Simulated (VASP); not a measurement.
# MnSi (P2_13) in VASP: single point with PBE

Aim: the single point of MnSi with PBE.

Everything below comes from runs of VASP 6.6.1. Logs are shortened: lines on timing, memory, paths and dates and some standing lists are left out, and cuts for length are marked.

**1. The cell of the first run**

Symmetry: P2_13, No. 198, cubic system. The conventional cell has a = 4.518 Å, b = 4.518 Å, c = 4.518 Å, α = 90.00°, β = 90.00°, γ = 90.00°. Around Mn (site symmetry 3) lie 7 Si at 2.28 to 2.53 Å. Around Si (site symmetry 3) lie 7 Mn at 2.28 to 2.53 Å.

**2. Single point, PBE, collinear spin, typed start (level: DFT PBE, scalar-relativistic, plane waves, PAW, at the base's geometry)**

File INCAR:

```
SYSTEM = MnSi
  PREC = Accurate
  ENCUT = 520
  EDIFF = 1E-6
  ISMEAR = 0
  SIGMA = 0.1
  LREAL = .FALSE.
  LASPH = .TRUE.
  NELM = 150
  ALGO = Normal
  ISIF = 2
  LWAVE = .FALSE.
  LCHARG = .FALSE.
  ISPIN = 2
  MAGMOM = 1.09 1.09 1.09 1.09 0 0 0 0
  LORBIT = 11
  LMAXMIX = 4
  GGA = PE
  NBANDS = 48
```

File KPOINTS:

```
Automatic mesh
0
G
  8 8 8
  0 0 0
```

File POSCAR:

```
MnSi
1.0
    4.5177116958      0.0000000000      0.0000000000
    0.0000000000      4.5177116958      0.0000000000
    0.0000000000      0.0000000000      4.5177116958
Mn Si
4 4
Direct
    0.1364058654      0.1364058654      0.1364058654
    0.3635941346      0.8635941346      0.6364058654
    0.6364058654      0.3635941346      0.8635941346
    0.8635941346      0.6364058654      0.3635941346
    0.8451873529      0.8451873529      0.8451873529
    0.6548126471      0.1548126471      0.3451873529
    0.3451873529      0.6548126471      0.1548126471
    0.1548126471      0.3451873529      0.6548126471
```

Potentials or basis: VASP PAW PBE potentials, release 64 (Mn_pv, Si).

Command:

```
> cat potpaw_PBE.64/Mn_pv/POTCAR potpaw_PBE.64/Si/POTCAR > POTCAR
> mpirun -np 1 vasp_std > vasp.out
```

OUTCAR:

```text
SYSTEM = MnSi
   PREC = Accurate
   ENCUT = 520
   EDIFF = 1E-6
   ISMEAR = 0
   LREAL = .FALSE.
   LASPH = .TRUE.
   NELM = 150
   ISIF = 2
   ISPIN = 2
   LORBIT = 11
   GGA = PE

 ion  position               nearest neighbor table
   1  0.136  0.136  0.136-   5 2.28   6 2.37   7 2.37   8 2.37   7 2.53   8 2.53   6 2.53   3 2.77
                             4 2.77   2 2.77   2 2.77   4 2.77   3 2.77
   2  0.364  0.864  0.636-   6 2.28   5 2.37   7 2.37   8 2.37   7 2.53   8 2.53   5 2.53   1 2.77
                             1 2.77   3 2.77   3 2.77   4 2.77   4 2.77
   3  0.636  0.364  0.864-   7 2.28   6 2.37   5 2.37   8 2.37   8 2.53   6 2.53   5 2.53   1 2.77
                             4 2.77   2 2.77   2 2.77   4 2.77   1 2.77
   4  0.864  0.636  0.364-   8 2.28   6 2.37   7 2.37   5 2.37   6 2.53   5 2.53   7 2.53   1 2.77
                             3 2.77   2 2.77   1 2.77   2 2.77   3 2.77
   5  0.845  0.845  0.845-   1 2.28   2 2.37   3 2.37   4 2.37   3 2.53   4 2.53   2 2.53   6 2.79
                             7 2.79   8 2.79   6 2.79   8 2.79   7 2.79
   6  0.655  0.155  0.345-   2 2.28   1 2.37   3 2.37   4 2.37   3 2.53   4 2.53   1 2.53   8 2.79
                             5 2.79   5 2.79   7 2.79   7 2.79   8 2.79
   7  0.345  0.655  0.155-   3 2.28   2 2.37   1 2.37   4 2.37   4 2.53   2 2.53   1 2.53   8 2.79
                             5 2.79   8 2.79   6 2.79   6 2.79   5 2.79
   8  0.155  0.345  0.655-   4 2.28   2 2.37   3 2.37   1 2.37   2 2.53   1 2.53   3 2.53   7 2.79
                             5 2.79   7 2.79   5 2.79   6 2.79   6 2.79

  LATTYP: Found a simple cubic cell.
 ALAT       =     4.5177116958

  Lattice vectors:

 A1 = (   4.5177116958,   0.0000000000,   0.0000000000)
 A2 = (   0.0000000000,   4.5177116958,   0.0000000000)
 A3 = (   0.0000000000,   0.0000000000,   4.5177116958)

Analysis of symmetry for initial positions (statically):
=====================================================================
 Subroutine PRICEL returns:
 Original cell was already a primitive cell.

 Routine SETGRP: Setting up the symmetry group for a
 simple cubic supercell.

 Subroutine GETGRP returns: Found 12 space group operations
 (whereof  3 operations were pure point group operations)
 out of a pool of 48 trial point group operations.

The static configuration has the point symmetry C_3 .
 The point group associated with its full space group is T   .

Analysis of symmetry for dynamics (positions and initial velocities):
=====================================================================
 Subroutine PRICEL returns:
 Original cell was already a primitive cell.

 Routine SETGRP: Setting up the symmetry group for a
 simple cubic supercell.

 Subroutine GETGRP returns: Found 12 space group operations
 (whereof  3 operations were pure point group operations)
 out of a pool of 48 trial point group operations.

The dynamic configuration has the point symmetry C_3 .
 The point group associated with its full space group is T   .

Analysis of structural, dynamic, and magnetic symmetry:
=====================================================================
 Subroutine PRICEL returns:
 Original cell was already a primitive cell.

 Routine SETGRP: Setting up the symmetry group for a
 simple cubic supercell.

 Subroutine GETGRP returns: Found 12 space group operations
 (whereof  3 operations were pure point group operations)
 out of a pool of 48 trial point group operations.

The overall configuration has the point symmetry C_3 .
 The point group associated with its full space group is T   .

 Subroutine INISYM returns: Found 12 space group operations
 (whereof  3 operations are pure point group operations),
 and found     1 'primitive' translations

----------------------------------------------------------------------------------------

                                     Primitive cell

  volume of cell :      92.2052

  direct lattice vectors                    reciprocal lattice vectors
     4.517711696  0.000000000  0.000000000     0.221351000  0.000000000  0.000000000
     0.000000000  4.517711696  0.000000000     0.000000000  0.221351000  0.000000000
     0.000000000  0.000000000  4.517711696     0.000000000  0.000000000  0.221351000

  length of vectors
     4.517711696  4.517711696  4.517711696     0.221351000  0.221351000  0.221351000

  position of ions in fractional coordinates (direct lattice)
     0.136405865  0.136405865  0.136405865
     0.363594135  0.863594135  0.636405865
     0.636405865  0.363594135  0.863594135
     0.863594135  0.636405865  0.363594135
     0.845187353  0.845187353  0.845187353
     0.654812647  0.154812647  0.345187353
     0.345187353  0.654812647  0.154812647
     0.154812647  0.345187353  0.654812647

  ion indices of the primitive-cell ions
   primitive index   ion index
                 1           1
                 2           2
                 3           3
                 4           4
                 5           5
                 6           6
                 7           7
                 8           8

----------------------------------------------------------------------------------------

 KPOINTS: Automatic mesh

Automatic generation of k-mesh.
 Grid dimensions read from file:
 generate k-points for:    8    8    8

 Generating k-lattice:

  Cartesian coordinates                     Fractional coordinates (reciprocal lattice)
     0.027668875  0.000000000  0.000000000     0.125000000  0.000000000  0.000000000
     0.000000000  0.027668875  0.000000000     0.000000000  0.125000000  0.000000000
     0.000000000  0.000000000  0.027668875     0.000000000  0.000000000  0.125000000

  Length of vectors
     0.027668875  0.027668875  0.027668875

  Shift w.r.t. Gamma in fractional coordinates (k-lattice)
     0.000000000  0.000000000  0.000000000

 Subroutine IBZKPT returns following result:
 ===========================================

 Found     45 irreducible k-points:

 Following reciprocal coordinates:
            Coordinates               Weight
  0.000000  0.000000  0.000000      1.000000
  0.125000  0.000000  0.000000      6.000000
  0.250000  0.000000  0.000000      6.000000
  0.375000  0.000000  0.000000      6.000000
  0.500000  0.000000  0.000000      3.000000
  0.125000  0.125000  0.000000     12.000000
[... 16 lines left out ...]
  0.250000  0.125000  0.125000     24.000000
  0.375000  0.125000  0.125000     24.000000
 [... further k-points ...]
   k-points           NKPTS =     45   k-points in BZ     NKDIM =     45   number of bands    NBANDS=     48
   number of dos      NEDOS =    301   number of ions     NIONS =      8
   total plane-waves  NPLWV =  46656
   dimension x,y,z NGX =    36 NGY =   36 NGZ =   36
   dimension x,y,z NGXF=    72 NGYF=   72 NGZF=   72
   ions per type =               4   4
   NGX,Y,Z   is equivalent  to a cutoff of  13.25, 13.25, 13.25 a.u.
   NGXF,Y,Z  is equivalent  to a cutoff of  26.50, 26.50, 26.50 a.u.
 SYSTEM =  MnSi
   PREC   = accura    normal or accurate (medium, high low for compatibility)
   ISTART =      0    job   : 0-new  1-cont  2-samecut
   ICHARG =      2    charge: 1-file 2-atom 10-const
   ISPIN  =      2    spin polarized calculation?
   LNONCOLLINEAR =      F non collinear calculations
   LSORBIT =      F    spin-orbit coupling
   LASPH  =      T    aspherical Exc in radial PAW
   ENCUT  =  520.0 eV  38.22 Ry    6.18 a.u.   8.40  8.40  8.40*2*pi/ulx,y,z
   NELM   =    150;   NELMIN=  2; NELMDL= -5     # of ELM steps
   EDIFF  = 0.1E-05   stopping-criterion for ELM
   LREAL  =      F    real-space projection
   EDIFFG = 0.1E-04   stopping-criterion for IOM
   NSW    =      0    number of steps for IOM
   IBRION =     -1    ionic relax: 0-MD 1-quasi-New 2-CG
   NFREE  =      0    steps in history (QN), initial steepest desc. (CG)
   ISIF   =      2    stress and relaxation
   ISYM   =      2    0-nonsym 1-usesym 2-fastsym
   POTIM  = 0.5000    time-step for ionic-motion
   TEBEG  =    0.0;   TEEND  =   0.0 temperature during run
   PSTRESS=    0.0 pullay stress
   NELECT =      68.0000    total number of electrons
   NUPDOWN=      -1.0000    fix difference up-down
   EMIN   =  10.00;   EMAX   =-10.00  energy-range for DOS
   EFERMI =   0.00;   METHOD = LEGACY
   ISMEAR =     0;   SIGMA  =   0.10  broadening in eV -4-tet -1-fermi 0-gaus
   EFERMI_NEDOS =   21; number of points for ismear=-14 and -15
   IALGO  =     38    algorithm
   IMIX   =      4    mixing-type and parameters
     AMIX     =   0.40;   BMIX     =  1.00
     AMIX_MAG =   1.60;   BMIX_MAG =  1.00
  volume/ion in A,a.u.               =      11.53        77.78
  Fermi-wavevector in a.u.,A,eV,Ry     =   1.479083  2.795062 29.765293  2.187687
  Thomas-Fermi vector in A             =   2.593285
   LORBIT       =     11    0 simple, 1 ext, 2 COOP (PROOUT), +10 PAW based schemes
   GGA     = PE    functional components
   LHFCALC =     F    Hartree Fock is set to
   AEXX    =    0.0000 exact exchange contribution
   IVDW    =     0    specifies the selected vdW correction
   LEPSILON=     F    determine dielectric tensor
   LRPA    =     F    only Hartree local field effects (RPA)
 spin polarized calculation
 Gauss-broadening in eV      SIGMA  =   0.10
  energy-cutoff  :      520.00
  volume of cell :       92.21
 maximum number of plane-waves:      2517
 NGX is ok and might be reduce to    36
   NGX = 17   NGY = 17   NGZ = 17

 number of electron      68.0000034 magnetization       3.9218022

 Free energy of the ion-electron system (eV)
  ---------------------------------------------------
  ext. energy  EPLUGINS =         0.00000000
  ---------------------------------------------------
  free energy    TOTEN  =       -61.44219077 eV

  energy without entropy =      -61.42325009  energy(sigma->0) =      -61.43272043

 E-fermi :  11.1401     XC(G=0): -12.8219

 val. band max:       11.1263778451   @ k =   0.2500   0.0000   0.0000
 cond. band min:      11.1701463031   @ k =   0.3750   0.3750   0.0000
 fundamental gap:      0.0437684580
 Fermi energy:        11.1401345369

 spin component 1

 k-point     1 :       0.0000    0.0000    0.0000
  band No.  band energies     occupation
      1     -37.2632      1.00000
      2     -37.2632      1.00000
      3     -37.2632      1.00000
      4     -37.1895      1.00000
      5     -37.1895      1.00000
      6     -37.1850      1.00000
[... 38 lines left out ...]
     45      15.3228      0.00000
     46      15.3228      0.00000
[... 1086 lines left out ...]
      6     -37.1917      1.00000
[... 38 lines left out ...]
     45      15.2888      0.00000
     46      16.0858      0.00000

 [... further k-points ...]

 spin component 2

 k-point     1 :       0.0000    0.0000    0.0000
  band No.  band energies     occupation
      1     -36.2646      1.00000
      2     -36.2646      1.00000
      3     -36.2646      1.00000
      4     -36.1777      1.00000
      5     -36.0478      1.00000
      6     -36.0478      1.00000
[... 38 lines left out ...]
     45      15.9486      0.00000
     46      15.9486      0.00000
[... 1086 lines left out ...]
      6     -36.0619      1.00000
[... 38 lines left out ...]
     45      15.7525      0.00000
     46      16.4326      0.00000

 [... further k-points ...]

 [bands above 46 left out]

------------------------ aborting loop because EDIFF is reached ----------------------------------------

  FORCE on cell =-STRESS in cart. coord.  units (eV):
  Direction    XX          YY          ZZ          XY          YZ          ZX
  --------------------------------------------------------------------------------------
  -------------------------------------------------------------------------------------
  Total       -0.0185139     -0.0185139     -0.0185139     -0.0000000     -0.0000000     -0.0000000
  in kB       -0.3217016     -0.3217016     -0.3217016     -0.0000000     -0.0000000     -0.0000000
  external PRESSURE =      -0.3217016 kB  Pullay stress =       0.0000000 kB

 VOLUME and BASIS-vectors are now :
 -----------------------------------------------------------------------------
  energy-cutoff  :      520.00
  volume of cell :       92.21
      direct lattice vectors                 reciprocal lattice vectors
     4.517711696  0.000000000  0.000000000     0.221351000  0.000000000  0.000000000
     0.000000000  4.517711696  0.000000000     0.000000000  0.221351000  0.000000000
     0.000000000  0.000000000  4.517711696     0.000000000  0.000000000  0.221351000

 POSITION                                       TOTAL-FORCE (eV/Angst)
 -----------------------------------------------------------------------------------
      0.61624      0.61624      0.61624         0.007882      0.007882      0.007882
      1.64261      3.90147      2.87510        -0.007882     -0.007882      0.007882
      2.87510      1.64261      3.90147         0.007882     -0.007882     -0.007882
      3.90147      2.87510      1.64261        -0.007882      0.007882     -0.007882
      3.81831      3.81831      3.81831        -0.001285     -0.001285     -0.001285
      2.95825      0.69940      1.55946         0.001285      0.001285     -0.001285
      1.55946      2.95825      0.69940        -0.001285      0.001285      0.001285
      0.69940      1.55946      2.95825         0.001285     -0.001285      0.001285
 -----------------------------------------------------------------------------------
    total drift:                               -0.000001     -0.000001      0.000000

  FREE ENERGIE OF THE ION-ELECTRON SYSTEM (eV)
  ---------------------------------------------------
  free  energy   TOTEN  =       -61.4421907684 eV

  energy  without entropy=      -61.4232500914  energy(sigma->0) =      -61.43272043

 total charge

# of ion       s       p       d       tot
------------------------------------------
    1        0.334   6.388   5.290  12.012
    2        0.334   6.388   5.290  12.012
    3        0.334   6.388   5.290  12.012
    4        0.334   6.388   5.290  12.012
    5        0.744   0.906   0.000   1.649
    6        0.744   0.906   0.000   1.649
    7        0.744   0.906   0.000   1.649
    8        0.744   0.906   0.000   1.649
--------------------------------------------------
tot          4.310  29.176  21.159  54.645

 magnetization (x)

# of ion       s       p       d       tot
------------------------------------------
    1        0.001   0.007   1.032   1.039
    2        0.001   0.007   1.032   1.039
    3        0.001   0.007   1.032   1.039
    4        0.001   0.007   1.032   1.039
    5       -0.013  -0.035   0.000  -0.048
    6       -0.013  -0.035   0.000  -0.048
    7       -0.013  -0.035   0.000  -0.048
    8       -0.013  -0.035   0.000  -0.048
--------------------------------------------------
tot         -0.048  -0.113   4.127   3.966
```

Run time: 2.5 min. Hardware: 1 thread of Intel Xeon 6975P-C (Granite Rapids), shared host; peak memory 0.41 GiB.

Results:

| Quantity | Value |
| --- | --- |
| Free energy | -61.4422 eV |
| Pressure | 0.0 GPa |
| Largest force | 0.014 eV/Å |
| Band gap on the k mesh | none (metal or under the smearing width) |
| Net moment | 3.92 μB per cell |
| Site moments | Mn +1.04; Si -0.05 μB |
| Valence electrons inside the program's atomic spheres | Mn 12.01; Si 1.65 |

Forces on the atoms (eV/Å):
```
Mn   0.008  0.008  0.008
Mn  -0.008 -0.008  0.008
Mn   0.008 -0.008 -0.008
Mn  -0.008  0.008 -0.008
Si  -0.001 -0.001 -0.001
Si   0.001  0.001 -0.001
Si  -0.001  0.001  0.001
Si   0.001 -0.001  0.001
```

Levels at points of the mesh, in eV from the Fermi level:
Spin up:
```
           k point  band 34  band 35  band 36  band 37  band 38  band 39
(0.00, 0.00, 0.00)    -0.38    -0.32    -0.32     0.77     0.77     0.77
(0.50, 0.00, 0.00)    -0.62    -0.13    -0.13     0.30     0.30     1.83
(0.50, 0.50, 0.00)    -1.05    -0.59    -0.59     0.76     0.76     1.31
(0.50, 0.50, 0.50)    -0.70    -0.70    -0.70     0.61     0.61     0.61
```
Spin down:
```
           k point  band 30  band 31  band 32  band 33  band 34  band 35
(0.00, 0.00, 0.00)    -1.41    -1.41     0.66     0.66     0.66     0.99
(0.50, 0.00, 0.00)    -1.20    -0.43    -0.43     0.59     0.59     0.89
(0.50, 0.50, 0.00)    -0.63    -0.52    -0.52    -0.27    -0.27     0.60
(0.50, 0.50, 0.50)     0.06     0.06     0.06     0.23     0.23     0.23
```
